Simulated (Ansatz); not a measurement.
# Au (Fm-3m) in Ansatz: convergence with scf exx energy threshold

Aim: find how far scf exx energy threshold must go before the results for Au settle, at HSE06. This setting moves, with any that are tied to it; all else stays.

All numbers are computed with Ansatz 0.2.0; they aren't measurements. Logs are shortened: lines on timing, memory, paths and dates and some standing lists are left out, and cuts for length are marked.

## 1. The structure

It takes space group Fm-3m (No. 225, cubic). The conventional cell has a = 4.070 Å, b = 4.070 Å, c = 4.070 Å, α = 90.00°, β = 90.00°, γ = 90.00°. Around Au (site symmetry m-3m) lie 12 Au at 2.88 Å.

## 2. With scf exx energy threshold 0.01

File input.yaml:

```yaml
crystal:
  lattice:
    - [0.0, 2.035, 2.035]
    - [2.035, 0.0, 2.035]
    - [2.035, 2.035, 0.0]
  atoms:
    - { symbol: Au, position: [0.0, 0.0, 0.0] }
hamiltonian:
  xc: hse06
  pseudopotentials: { kind: paw }
kpoints:
  mp_grid: { grid: [6, 6, 6] }
scf:
  occupations: { method: fermi_dirac, width: 0.05 }
  exx: { energy_threshold: 0.01 }
output:
  forces: true
  stress: true
  eigenvalues: true
```

Potentials or basis: Ansatz PAW.

Started as:

```console
> ansatz run input.yaml --threads 2 --pin off --max-ram 5632MiB --backend cpu --events-out ev --progress --plain --runs-dir out
```

Wall time 7 s (2 threads of Intel Xeon 6975P-C (Granite Rapids), shared host); peak memory 0.57 GiB.

What came out:

```yaml
Free_energy: -13152.1599 eV
Pressure: 8.4 GPa
Band_gap_on_the_k_mesh: none (metal or under the smearing width)
```

## 3. With scf exx energy threshold 0.001

Edit input.yaml of step 2 so:

```diff
@@ -14,3 +14,3 @@
   occupations: { method: fermi_dirac, width: 0.05 }
-  exx: { energy_threshold: 0.01 }
+  exx: { energy_threshold: 0.001 }
 output:
```

Potentials or basis: Ansatz PAW.

Started as:

```console
> ansatz run input.yaml --threads 2 --pin off --max-ram 5632MiB --backend cpu --events-out ev --progress --plain --runs-dir out
```

Wall time 6.6 s (2 threads of Intel Xeon 6975P-C (Granite Rapids), shared host); peak memory 0.57 GiB.

Results:

```
Free energy            : -13152.1599 eV
Pressure               : 8.4 GPa
Band gap on the k mesh : none (metal or under the smearing width)
```

## 4. With scf exx energy threshold 0.0001

Edit input.yaml of step 3 so:

```diff
@@ -14,3 +14,3 @@
   occupations: { method: fermi_dirac, width: 0.05 }
-  exx: { energy_threshold: 0.001 }
+  exx: { energy_threshold: 0.0001 }
 output:
```

Started as:

```console
> ansatz run input.yaml --threads 2 --pin off --max-ram 5632MiB --backend cpu --events-out ev --progress --plain --runs-dir out
```

Wall time 5.8 s (2 threads of Intel Xeon 6975P-C (Granite Rapids), shared host); peak memory 0.56 GiB.

What came out:

| Item | Value |
| --- | --- |
| Free energy | -13152.1599 eV |
| Pressure | 8.4 GPa |
| Band gap on the k mesh | none (metal or under the smearing width) |

## 5. With scf exx energy threshold 1e-05

Edit input.yaml of step 4 so:

```diff
@@ -14,3 +14,3 @@
   occupations: { method: fermi_dirac, width: 0.05 }
-  exx: { energy_threshold: 0.0001 }
+  exx: { energy_threshold: 1.0e-05 }
 output:
```

Started as:

```console
> ansatz run input.yaml --threads 2 --pin off --max-ram 5632MiB --backend cpu --events-out ev --progress --plain --runs-dir out
```

It took 6.3 s on 2 threads of Intel Xeon 6975P-C (Granite Rapids), shared host; peak memory 0.57 GiB.

It converged, with:

| Property | Result |
| --- | --- |
| Free energy | -13152.1599 eV |
| Pressure | 8.4 GPa |
| Band gap on the k mesh | none (metal or under the smearing width) |

## 6. With scf exx energy threshold 1e-06

Edit input.yaml of step 5 so:

```diff
@@ -14,3 +14,3 @@
   occupations: { method: fermi_dirac, width: 0.05 }
-  exx: { energy_threshold: 1.0e-05 }
+  exx: { energy_threshold: 1.0e-06 }
 output:
```

Potentials or basis: Ansatz PAW.

Started as:

```console
> ansatz run input.yaml --threads 2 --pin off --max-ram 5632MiB --backend cpu --events-out ev --progress --plain --runs-dir out
```

Run time: 5.9 s. Hardware: 2 threads of Intel Xeon 6975P-C (Granite Rapids), shared host; peak memory 0.56 GiB.

The run converged. Its results:

* Free energy: -13152.1599 eV
* Pressure: 8.4 GPa
* Band gap on the k mesh: none (metal or under the smearing width)

## 7. With scf exx energy threshold 1e-07

Edit input.yaml of step 6 so:

```diff
@@ -14,3 +14,3 @@
   occupations: { method: fermi_dirac, width: 0.05 }
-  exx: { energy_threshold: 1.0e-06 }
+  exx: { energy_threshold: 1.0e-07 }
 output:
```

Potentials or basis: Ansatz PAW.

Started as:

```console
> ansatz run input.yaml --threads 2 --pin off --max-ram 5632MiB --backend cpu --events-out ev --progress --plain --runs-dir out
```

Output:

```text
Warning: output.stress: scf.convergence.dr2_threshold = 1e-7 eV (the SCF's general default) is looser than the 1e-10 eV advised for a printed stress (1e-10 eV for each atom of the cell: 1). What an SCF threshold leaves in a stress goes as its square root, and in the free energy as the threshold itself, and one threshold admits the most on a small cell: of the crystals measured, under no hybrid functional and no lock of the moments, on runs that ended without the residual-converged pass, on stresses that held no estimate of that error, the worst erred by over 100 MPa in a component at 1e-7 eV an atom and by under 5 at 1e-10. Set scf.convergence.dr2_threshold to 1e-10 eV or tighter. The threshold is an SCF's pass mark: one that does not reach it within its budget of iterations ends unconverged, or closes short of it on a stop that the run arms, and scf.convergence.dr2_threshold's page says what that costs each kind of run
Warning: output.stress: scf.exx.energy_threshold = 1e-7 eV is looser than the 1e-8 eV advised for a stress under a hybrid functional (1e-8 eV for each atom of the cell: 1). Every SCF of the exchange loop can meet its threshold on dr2 while the loop round them stops early: no threshold on dr2 bounds what that leaves in the stress. Set scf.exx.energy_threshold to 1e-8 eV or tighter. The threshold is the loop's pass mark: a loop that does not reach it within its budget of cycles ends unconverged, and scf.exx.energy_threshold's page has the law
Warning: RAYON_NUM_THREADS=2 ignored (pool sized by the plan → 2); use --threads N
Engine: ansatz 0.2.0, x86_64-unknown-linux-gnu
Pseudopotentials: kind: paw
Pseudopotential: Au, paw, valence charge 19, recommended cutoff 420 eV (normal), Au.paw.azcp
Functional definition: HSE06
  parameter a = 0.25
  parameter omega = 0.11/bohr
  exchange = pbe_x - a*pbe_x_sr(omega) + a*exact_x_sr(omega)
  correlation = pbe_c
Crystal: 1 atoms, lattice volume = 16.855 Å³
Basis set: ecut = 420 eV, 331 PW (Γ), exchange–correlation on 40×40×40 points (8 copies of the dense FFT grid, shifted against one another)
Bands: 14, of which v1, the nominal top of the filled ones, is band 10 counted from 1 (9 counted from 0)
Symmetry: 48 space group operations
Space group: Fm-3m (ITA 225), of the structure as read, at distance tolerance 2.6e-5 Å
k-points: 16 of 216
Non-local potential: Au, projectors of the file, l = 0: 3, l = 1: 2, l = 2: 2, l = 3: 1
PAW form: soft (Blöchl's): semilocal exchange-correlation on the pseudo side does not see the compensation charge
PAW frozen core: Au, regenerated for the run's functional, and the local potential with it (the file was generated under x = pbe(κ = 0.804, μ = 0.2195149727645171), c = pbe(β = 0.06672455060314922))
PAW one-centre angular grid: Au, 590 points (default); XC on 64 Gauss nodes
Initial density: superposition of atomic densities (neutral atoms: chi_scale 0, normalization atom), corrected by the library's trained network
Initial wavefunctions: pseudopotential atomic-orbital guess
Functional: x = pbe(κ = 0.804, μ = 0.2195149727645171), c = pbe(β = 0.06672455060314922), warm-up for x = pbe(κ = 0.804, μ = 0.2195149727645171) + 0.25 (exact − pbe) at short range (hse, ω = 0.20786987370883472 Å⁻¹), c = pbe(β = 0.06672455060314922); HSE06 as pw.x's `hse` composes it (authors' and Libxc's form: `xc: wpbeh`)
SCF iter   1: F=—  HF=-13149.223660 eV  |F-HF|=—  |Δ(HF+E_count)|=         —  Δρ=4.40e-3  dr2=2.15e-3  ethr=1.77e-3  ⟨swp⟩=6.9  Hψ=953  notcnv=0
preconditioner: auto → none  [insulator: Δε(μ)=0.739 eV  Ē_g=16.214 eV  σ=0.050 eV  W_gap=0.63  n_scr=8 (ndim 8)  ℏωp=30.0 eV  f_vac=0.000  D(μ)=1.06/eV (n_scr^D=14)]
iter 2 solved again at ethr=1.01e-6 eV; its pass at ethr=1.13e-5 eV (dr2=1.92e-4 eV) is discarded
SCF iter   2: F=—  HF=-13149.223220 eV  |F-HF|=—  |Δ(HF+E_count)|=   4.39e-4  Δρ=1.28e-3  dr2=1.91e-4  ethr=1.01e-6  ⟨swp⟩=2.0  Hψ=939  notcnv=0
SCF iter   3: F=—  HF=-13149.223217 eV  |F-HF|=—  |Δ(HF+E_count)|=   3.85e-6  Δρ=6.39e-4  dr2=1.37e-5  ethr=1.01e-6  ⟨swp⟩=3.0  Hψ=431  notcnv=0
SCF iter   4: F=—  HF=-13149.223250 eV  |F-HF|=—  |Δ(HF+E_count)|=   3.32e-5  Δρ=3.76e-5  dr2=5.03e-8  ethr=7.21e-8  ⟨swp⟩=2.0  Hψ=815  notcnv=0
SCF iter   5: F=—  HF=-13149.223250 eV  |F-HF|=—  |Δ(HF+E_count)|=   1.36e-7  Δρ=2.66e-6  dr2=9.38e-10  ethr=2.65e-10  ⟨swp⟩=3.0  Hψ=468  notcnv=0
SCF iter   6: F=-13149.223250 eV  HF=-13149.223250 eV  |F-HF|=3.64e-12  |Δ(HF+E_count)|=  2.04e-10  Δρ=2.39e-7  dr2=3.76e-12  ethr=4.94e-12  ⟨swp⟩=3.0  Hψ=470  notcnv=0
[... 27 lines left out ...]
Exchange kernel: α = 0.2500, screened, ω = 0.2079 Å⁻¹, Wigner–Seitz truncation, v(0) = 1035.6698 eV·Å³, q-mesh 6×6×6, nearest image of the exchange supercell L = 17.27 Å, pair-density grid 12×12×12, without the augmentation charges, whose exchange is taken in its separable form by FFT convolution over the k-point mesh (sized by the pseudopotential files, 16×16×16 at the most), smooth part of the exact exchange by density-matrix convolution
Frozen-core exchange: fock
SCF iter   1: F=—  HF=-13152.159926 eV  |F-HF|=—  |Δ(HF+E_count)|=         —  Δρ=5.12e-6  dr2=3.72e-9  ethr=2.89e-10  ⟨swp⟩=3.9  Hψ=555  notcnv=0
preconditioner: auto → none  [insulator: Δε(μ)=0.901 eV  Ē_g=18.145 eV  σ=0.050 eV  W_gap=0.63  n_scr=8 (ndim 8)  ℏωp=30.0 eV  f_vac=0.000  D(μ)=1.05/eV (n_scr^D=14)]
SCF iter   2: F=-13152.159926 eV  HF=-13152.159926 eV  |F-HF|=6.00e-11  |Δ(HF+E_count)|=   1.16e-9  Δρ=1.50e-6  dr2=1.02e-10  ethr=1.94e-11  ⟨swp⟩=3.1  Hψ=467  notcnv=0  defer=1
SCF 4 converged in 2 iterations: F = -13152.159926 eV  dr2 = 1.02e-10
  Residual-converged pass: ⟨swp⟩=2.1  Hψ=378  notcnv=0  max |occ|·‖R‖ = 7.1e-7 eV (tolerance 7.7e-7 eV)  dr2=1.03e-10  dr2_onsite=5.28e-11  max |Δocc| = 4.4e-16
hybrid outer 3: dexx = +1.795e-10 eV, tail = 3.12e-10 eV, Δε = 1.88e-4 eV (about 3.87e-5 eV left of the loop's levels), ΔF = 3.25e-30 eV/Å (tail inf)
hybrid SCF converged: 3 outer / 11 inner (+6 warm-up), last move |dexx| = 1.80e-10 eV, tail = 3.12e-10 eV
Stability not checked: this state was not tested for a lower state beside it, because the functional holds exact exchange (a hybrid, or Hartree-Fock), whose exchange loop this test does not read (fock_operator; see scf.lower_state_search)
Free energy (F): -13152.159926 eV
Frozen-core exchange: fock
Harris-Foulkes:  -13152.159926 eV  (|F-HF|=6.00e-11)
Internal energy: -13152.152492 eV  (E = F + TS)
E sigma→0 (E₀):  -13152.156209 eV
Entropy (-TS):   -0.007434 eV (-7.434 meV/atom)
Fermi energy:    20.494289 eV
--- Per-component energies (eV) ---
  E_band       = -246.454747
  E_kinetic    = 606.454931
  E_local      = -1692.298232  (includes V_loc(G=0)·N_el)
  E_nonlocal   = 76.223943
  E_hartree    = 725.252249
  E_xc         = -182.085564
  E_vxc        = -218.109124  (∫ρ·V_xc dr)
  E_exx        = -71.098562  (= α·E_x^exact, valence–valence)
  E_paw        = -9684.766489  (= ΣΔE_a)
  E_vpaw       = -327.035358  (= ΣTr[D̂ρ^β])
  E_aug_tail   = 0.001507  (compensation charges beyond the density's cutoff)
  E_ewald      = -2927.931232
  E_core_change = -1.905042  (= ΣΔE_core)
  E_smearing   = -0.007434  (= −TS)
  E_closure    = -0.000000  (closes the sum)
  Σ components = -13152.159926   (vs F -13152.159926, Δ=0.00e0)
--- Forces (eV/Å), atoms counted from 1 ---
  atom   1  Au     0.00000000    -0.00000000    -0.00000000
  max |Σ_I F_I| component: 3.42e-30 eV/Å
--- Stress (GPa, compression-positive) ---
        8.355948      -0.000000       0.000000
       -0.000000       8.355948       0.000000
        0.000000      -0.000000       8.355948
  P = ⅓ Tr σ = 8.3559 GPa (83.559 kbar)
--- Band table (eV; the first three rows and the last of 16) ---
  k-point 0: bands = ["-89.3785", "-39.4614", "-39.4614", "-39.4614", "9.7172", "14.8220", "14.8220", "14.8220", "16.4450", "16.4450", "36.0237", "40.3012", "40.3012", "40.3012"]
  k-point 1: bands = ["-89.3751", "-39.5304", "-39.4729", "-39.4729", "10.7477", "14.6146", "15.0940", "15.0940", "16.4020", "16.4020", "35.9953", "37.1946", "41.4427", "41.4427"]
  k-point 2: bands = ["-89.3683", "-39.6691", "-39.4963", "-39.4963", "12.1251", "14.9758", "14.9758", "16.0749", "17.1885", "17.1885", "29.5419", "36.4005", "40.9535", "40.9535"]
  k-point 15: bands = ["-89.3602", "-39.6907", "-39.6134", "-39.5755", "13.0622", "13.3870", "15.7317", "16.8074", "18.2687", "25.3723", "26.6992", "29.7525", "31.0943", "42.9235"]
```

It took 7.9 s on 2 threads of Intel Xeon 6975P-C (Granite Rapids), shared host; peak memory 0.56 GiB.

Results:

| Quantity | Value |
| --- | --- |
| Free energy | -13152.1599 eV |
| Pressure | 8.4 GPa |
| Band gap on the k mesh | none (metal or under the smearing width) |

## 8. The series at a glance

| scf exx energy threshold | energy less the tightest run, at zero smearing (meV/atom) | SCF cycles | CPU time (s) | peak memory (GiB) |
| --- | --- | --- | --- | --- |
| 0.01 | 0.00 | 12 | 9.6 | 0.57 |
| 0.001 | 0.00 | 12 | 8.7 | 0.57 |
| 0.0001 | 0.00 | 12 | 8.5 | 0.56 |
| 1e-05 | 0.00 | 12 | 9.7 | 0.57 |
| 1e-06 | 0.00 | 14 | 8.7 | 0.56 |
| 1e-07 | 0.00 | 17 | 11 | 0.56 |

Against the tightest run, the energy stays within 1 meV/atom from 0.01 on. The tightest run that finished is the yardstick and may itself not be fully converged.

Caveats: all runs use coarse meshes; the PAW data sets come from PBE, with cores solved anew for the run's functional, which leaves a small shift of forces and pressure; the thresholds are loose for stress.
